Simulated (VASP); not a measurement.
# CdSe (Cadmoselite) (P6_3mc) in VASP: a series of runs, part 2 of 2

VASP 6.6.1. The steps go on from the part before.

## (4) Single point, PBE

INCAR

```
ALGO     = Fast           # electronic algorithm
EDIFF    = 1E-7           # SCF threshold, eV
ENCUT    = 520            # plane-wave cutoff, eV
GGA      = PE             # functional
ISIF     = 2              # what is computed and relaxed
ISMEAR   = -1             # smearing method
LASPH    = True           # aspherical terms in the spheres
LCHARG   = True           # write CHGCAR
LELF     = True           # ELF
LREAL    = False          # projectors in reciprocal space
LVHAR    = True         
LWAVE    = False          # write WAVECAR
NBANDS   = 26             # bands
NELM     = 100            # most SCF steps
PREC     = Accurate       # precision mode
SIGMA    = 0.03           # smearing width, eV
```

KPOINTS

```
k-points
0
Gamma
  4 4 2
```

POSCAR

```
CdSe
1.0
    4.3000000000      0.0000000000      0.0000000000
   -2.1500000000      3.7239092363      0.0000000000
    0.0000000000      0.0000000000      7.0200000000
Cd Se
2 2
Direct
    0.6666666667      0.3333333333      0.5000000000
    0.3333333333      0.6666666667      0.0000000000
    0.6666666667      0.3333333333      0.8850000000
    0.3333333333      0.6666666667      0.3850000000
```

Potentials or basis: VASP PAW PBE potentials, release 64 (Cd, Se).

On the command line:

```sh
$ cat potpaw_PBE.64/Cd/POTCAR potpaw_PBE.64/Se/POTCAR > POTCAR
$ mpirun -np 1 vasp_std > vasp.out
```

OUTCAR:

```text
EDIFF = 1E-7
   ENCUT = 520
   GGA = PE
   ISIF = 2
   ISMEAR = -1
   LASPH = True
   LREAL = False
   NELM = 100
   PREC = Accurate

 ion  position               nearest neighbor table
   1  0.667  0.333  0.500-   4 2.61   4 2.61   4 2.61   3 2.70
   2  0.333  0.667  0.000-   3 2.61   3 2.61   3 2.61   4 2.70
   3  0.667  0.333  0.885-   2 2.61   2 2.61   2 2.61   1 2.70
   4  0.333  0.667  0.385-   1 2.61   1 2.61   1 2.61   2 2.70

  LATTYP: Found a hexagonal cell.
 ALAT       =     4.3000000000
 C/A-ratio  =     1.6325581395

  Lattice vectors:

 A1 = (   4.3000000000,   0.0000000000,   0.0000000000)
 A2 = (  -2.1500000000,   3.7239092363,   0.0000000000)
 A3 = (   0.0000000000,   0.0000000000,   7.0200000000)

Analysis of symmetry for initial positions (statically):
=====================================================================
 Subroutine PRICEL returns:
 Original cell was already a primitive cell.

 Routine SETGRP: Setting up the symmetry group for a
 hexagonal supercell.

 Subroutine GETGRP returns: Found 12 space group operations
 (whereof  6 operations were pure point group operations)
 out of a pool of 24 trial point group operations.

The static configuration has the point symmetry C_3v.
 The point group associated with its full space group is C_6v.

Analysis of symmetry for dynamics (positions and initial velocities):
=====================================================================
 Subroutine PRICEL returns:
 Original cell was already a primitive cell.

 Routine SETGRP: Setting up the symmetry group for a
 hexagonal supercell.

 Subroutine GETGRP returns: Found 12 space group operations
 (whereof  6 operations were pure point group operations)
 out of a pool of 24 trial point group operations.

The dynamic configuration has the point symmetry C_3v.
 The point group associated with its full space group is C_6v.

 Subroutine INISYM returns: Found 12 space group operations
 (whereof  6 operations are pure point group operations),
 and found     1 'primitive' translations

----------------------------------------------------------------------------------------

                                     Primitive cell

  volume of cell :     112.4099

  direct lattice vectors                    reciprocal lattice vectors
     4.300000000  0.000000000  0.000000000     0.232558140  0.134267504  0.000000000
    -2.150000000  3.723909236  0.000000000     0.000000000  0.268535009  0.000000000
     0.000000000  0.000000000  7.020000000     0.000000000  0.000000000  0.142450142

  length of vectors
     4.300000000  4.300000000  7.020000000     0.268535009  0.268535009  0.142450142

  position of ions in fractional coordinates (direct lattice)
     0.666666667  0.333333333  0.500000000
     0.333333333  0.666666667  0.000000000
     0.666666667  0.333333333  0.885000000
     0.333333333  0.666666667  0.385000000

  ion indices of the primitive-cell ions
   primitive index   ion index
                 1           1
                 2           2
                 3           3
                 4           4

----------------------------------------------------------------------------------------

 KPOINTS: k-points

Automatic generation of k-mesh.
 Grid dimensions read from file:
 generate k-points for:    4    4    2

 Generating k-lattice:

  Cartesian coordinates                     Fractional coordinates (reciprocal lattice)
     0.058139535  0.033566876  0.000000000     0.250000000  0.000000000  0.000000000
     0.000000000  0.067133752  0.000000000     0.000000000  0.250000000  0.000000000
     0.000000000  0.000000000  0.071225071     0.000000000  0.000000000  0.500000000

  Length of vectors
     0.067133752  0.067133752  0.071225071

  Shift w.r.t. Gamma in fractional coordinates (k-lattice)
     0.000000000  0.000000000  0.000000000

 Subroutine IBZKPT returns following result:
 ===========================================

 Found      8 irreducible k-points:

 Following reciprocal coordinates:
            Coordinates               Weight
  0.000000  0.000000  0.000000      1.000000
  0.250000 -0.000000  0.000000      6.000000
  0.500000 -0.000000  0.000000      3.000000
  0.250000  0.250000  0.000000      6.000000
  0.000000  0.000000  0.500000      1.000000
  0.250000 -0.000000  0.500000      6.000000
  0.500000 -0.000000  0.500000      3.000000
  0.250000  0.250000  0.500000      6.000000
   k-points           NKPTS =      8   k-points in BZ     NKDIM =      8   number of bands    NBANDS=     26
   number of dos      NEDOS =    301   number of ions     NIONS =      4
   total plane-waves  NPLWV =  55296
   dimension x,y,z NGX =    32 NGY =   32 NGZ =   54
   dimension x,y,z NGXF=    64 NGYF=   64 NGZF=  108
   ions per type =               2   2
   NGX,Y,Z   is equivalent  to a cutoff of  12.37, 12.37, 12.79 a.u.
   NGXF,Y,Z  is equivalent  to a cutoff of  24.74, 24.74, 25.58 a.u.
 SYSTEM =  unknown system
   PREC   = accura    normal or accurate (medium, high low for compatibility)
   ISTART =      0    job   : 0-new  1-cont  2-samecut
   ICHARG =      2    charge: 1-file 2-atom 10-const
   ISPIN  =      1    spin polarized calculation?
   LNONCOLLINEAR =      F non collinear calculations
   LSORBIT =      F    spin-orbit coupling
   LASPH  =      T    aspherical Exc in radial PAW
   ENCUT  =  520.0 eV  38.22 Ry    6.18 a.u.   8.00  8.00 13.05*2*pi/ulx,y,z
   NELM   =    100;   NELMIN=  2; NELMDL= -5     # of ELM steps
   EDIFF  = 0.1E-06   stopping-criterion for ELM
   LREAL  =      F    real-space projection
   EDIFFG = 0.1E-05   stopping-criterion for IOM
   NSW    =      0    number of steps for IOM
   IBRION =     -1    ionic relax: 0-MD 1-quasi-New 2-CG
   NFREE  =      0    steps in history (QN), initial steepest desc. (CG)
   ISIF   =      2    stress and relaxation
   ISYM   =      2    0-nonsym 1-usesym 2-fastsym
   POTIM  = 0.5000    time-step for ionic-motion
   TEBEG  =    0.0;   TEEND  =   0.0 temperature during run
   PSTRESS=    0.0 pullay stress
   NELECT =      36.0000    total number of electrons
   NUPDOWN=      -1.0000    fix difference up-down
   EMIN   =  10.00;   EMAX   =-10.00  energy-range for DOS
   EFERMI =   0.00;   METHOD = LEGACY
   ISMEAR =    -1;   SIGMA  =   0.03  broadening in eV -4-tet -1-fermi 0-gaus
   EFERMI_NEDOS =   21; number of points for ismear=-14 and -15
   IALGO  =     68    algorithm
   IMIX   =      4    mixing-type and parameters
     AMIX     =   0.40;   BMIX     =  1.00
     AMIX_MAG =   1.60;   BMIX_MAG =  1.00
  volume/ion in A,a.u.               =      28.10       189.64
  Fermi-wavevector in a.u.,A,eV,Ry     =   1.120059  2.116604 17.068937  1.254531
  Thomas-Fermi vector in A             =   2.256702
   LORBIT       =      0    0 simple, 1 ext, 2 COOP (PROOUT), +10 PAW based schemes
   GGA     = PE    functional components
   LHFCALC =     F    Hartree Fock is set to
   AEXX    =    0.0000 exact exchange contribution
   IVDW    =     0    specifies the selected vdW correction
   LEPSILON=     F    determine dielectric tensor
   LRPA    =     F    only Hartree local field effects (RPA)
 non-spin polarized calculation
 RMM-DIIS sequential band-by-band and
  energy-cutoff  :      520.00
  volume of cell :      112.41
 maximum number of plane-waves:      3042
 NGX is ok and might be reduce to    32
   NGX = 15   NGY = 15   NGZ = 27

 number of electron      35.9999998 magnetization

 Free energy of the ion-electron system (eV)
  ---------------------------------------------------
  ext. energy  EPLUGINS =         0.00000000
  ---------------------------------------------------
  free energy    TOTEN  =       -10.85020454 eV

  energy without entropy =      -10.85020381  energy(sigma->0) =      -10.85020418

 E-fermi :   1.3138     XC(G=0):  -8.8753

 val. band max:        0.9512369987   @ k =   0.0000   0.0000   0.0000
 cond. band min:       1.6464952736   @ k =   0.0000   0.0000   0.0000
 fundamental gap:      0.6952582749
 Fermi energy:         1.3138097668

 k-point     1 :       0.0000    0.0000    0.0000
  band No.  band energies     occupation
      1     -11.6405      2.00000
      2     -11.2740      2.00000
      3      -6.9994      2.00000
      4      -6.9994      2.00000
      5      -6.9439      2.00000
      6      -6.9439      2.00000
[... 221 lines left out ...]
     25       8.6402      0.00000
     26       8.6402      0.00000

------------------------ aborting loop because EDIFF is reached ----------------------------------------

  FORCE on cell =-STRESS in cart. coord.  units (eV):
  Direction    XX          YY          ZZ          XY          YZ          ZX
  --------------------------------------------------------------------------------------
  -------------------------------------------------------------------------------------
  Total        2.9536879      2.9536879      1.2759335      0.0000000      0.0000000     -0.0000000
  in kB       42.0988789     42.0988789     18.1858659      0.0000000      0.0000000     -0.0000000
  external PRESSURE =      34.1278745 kB  Pullay stress =       0.0000000 kB

 VOLUME and BASIS-vectors are now :
 -----------------------------------------------------------------------------
  energy-cutoff  :      520.00
  volume of cell :      112.41
      direct lattice vectors                 reciprocal lattice vectors
     4.300000000  0.000000000  0.000000000     0.232558140  0.134267504  0.000000000
    -2.150000000  3.723909236  0.000000000     0.000000000  0.268535009  0.000000000
     0.000000000  0.000000000  7.020000000     0.000000000  0.000000000  0.142450142

 POSITION                                       TOTAL-FORCE (eV/Angst)
 -----------------------------------------------------------------------------------
      2.15000      1.24130      3.51000         0.000000      0.000000      0.306822
     -0.00000      2.48261      0.00000        -0.000000     -0.000000      0.306822
      2.15000      1.24130      6.21270         0.000000      0.000000     -0.306822
     -0.00000      2.48261      2.70270        -0.000000      0.000000     -0.306822
 -----------------------------------------------------------------------------------
    total drift:                               -0.000000     -0.000000      0.000106

  FREE ENERGIE OF THE ION-ELECTRON SYSTEM (eV)
  ---------------------------------------------------
  free  energy   TOTEN  =       -10.8502045379 eV

  energy  without entropy=      -10.8502038145  energy(sigma->0) =      -10.85020418
```

It took 40 s on 1 thread of Intel Xeon Platinum 8488C (Sapphire Rapids), shared host; peak memory 0.21 GiB.

What came out:

| Item | Value |
| --- | --- |
| Free energy | -10.8502 eV |
| Pressure | 3.4 GPa |
| Largest force | 0.307 eV/Å |
| Band gap on the k mesh | 0.70 eV, direct |

Forces on the atoms (eV/Å):
```
Cd   0.000  0.000  0.307
Cd   0.000  0.000  0.307
Se   0.000  0.000 -0.307
Se   0.000  0.000 -0.307
```

Caveat: the k mesh is coarse (spacing up to 0.45 Å⁻¹), so the values aren't converged.

## (5) Single point, PBE

INCAR

```
ALGO = Normal ; EDIFF = 1E-6
ENCUT = 520 ; GGA = PE
ISIF = 2 ; ISMEAR = -1
LASPH = True ; LCHARG = False
LREAL = False ; LWAVE = False
NBANDS = 26 ; NELM = 100
PREC = Accurate ; SIGMA = 0.02
```

KPOINTS is that of step 4.

POSCAR is that of step 4.

On the command line:

```sh
$ cat potpaw_PBE.64/Cd/POTCAR potpaw_PBE.64/Se/POTCAR > POTCAR
$ mpirun -np 1 vasp_std > vasp.out
```

It took 19 s on 1 thread of Intel Xeon Platinum 8559C (Emerald Rapids), shared host; peak memory 0.22 GiB.

The run converged. Its results:

```yaml
Free_energy: -10.8502 eV
Pressure: 3.4 GPa
Largest_force: 0.307 eV/Å
Band_gap_on_the_k_mesh: 0.70 eV, direct
```

Forces in eV/Å, atoms in the order of the input:
```
Cd   0.000  0.000  0.307
Cd   0.000  0.000  0.307
Se   0.000  0.000 -0.307
Se   0.000  0.000 -0.307
```

Stress tensor (GPa, compression positive):
```
4.20 0.00 0.00
0.00 4.20 0.00
0.00 0.00 1.81
```

Levels at points of the mesh, in eV from the valence-band top:
```tsv
k point	band 15	band 16	band 17	band 18	band 19	band 20	band 21	band 22
(0.00, 0.00, 0.00)	-0.72	-0.01	0.00	0.00	0.70	2.11	5.87	5.87
(0.50, 0.00, 0.00)	-2.57	-1.86	-1.24	-0.83	3.23	3.30	4.80	6.16
(0.00, 0.00, 0.50)	-0.37	-0.37	-0.37	-0.37	2.33	2.33	5.83	5.83
(0.50, 0.00, 0.50)	-1.38	-1.38	-1.29	-1.29	2.98	2.98	4.77	4.77
```

Caveat: the k mesh is coarse (spacing up to 0.45 Å⁻¹), so the values aren't converged.

## (6) Summary

| level | spin | cell | k mesh | smearing | mesh quality | gap on the mesh (eV) | pressure (GPa) | moment (μB) | largest force (eV/Å) |
| --- | --- | --- | --- | --- | --- | --- | --- | --- | --- |
| PBEsol | non-collinear, typed start | as given | 5 × 5 × 3 | methfessel-paxton 0.1 eV | not flagged | 0.58 | 0.5 | 0.00 | 0.28 |
| PBE+D3(BJ) | collinear, typed start | volume scaled by 0.88 | 7 × 7 × 4 | fermi-dirac 0.1 eV | not flagged | 0.98 | 10.8 | 0.00 | 0.45 |
| PBE | off | as given | 4 × 4 × 2 | fermi-dirac 0.03 eV | coarse | 0.70 | 3.4 | - | 0.31 |
| PBE | off | as given | 4 × 4 × 2 | fermi-dirac 0.02 eV | coarse | 0.70 | 3.4 | - | 0.31 |

Alike in all rows: task single point; potentials or basis VASP PAW PBE potentials, release 64 (Cd, Se); cutoff (eV) 520.

Caveats: some runs use coarse meshes; the PAW data sets were made with another functional, which shifts forces and pressure a little (some runs).

Absolute energies hang on the potentials; compare differences alone.

## (7) Against experiment

Step 2. Measured gap of CdSe: 1.841 eV (2 K; a printed reference work, data compilation). This calculation gives 0.58 eV (-1.27 eV). So large a miss can be the level of theory's own, or it may mean another phase, state or a wrong row. Spin-orbit coupling on Cd, Se is left out. The value is that of PBEsol, without temperature or zero-point motion. Semilocal functionals fall short of measured gaps as a rule.
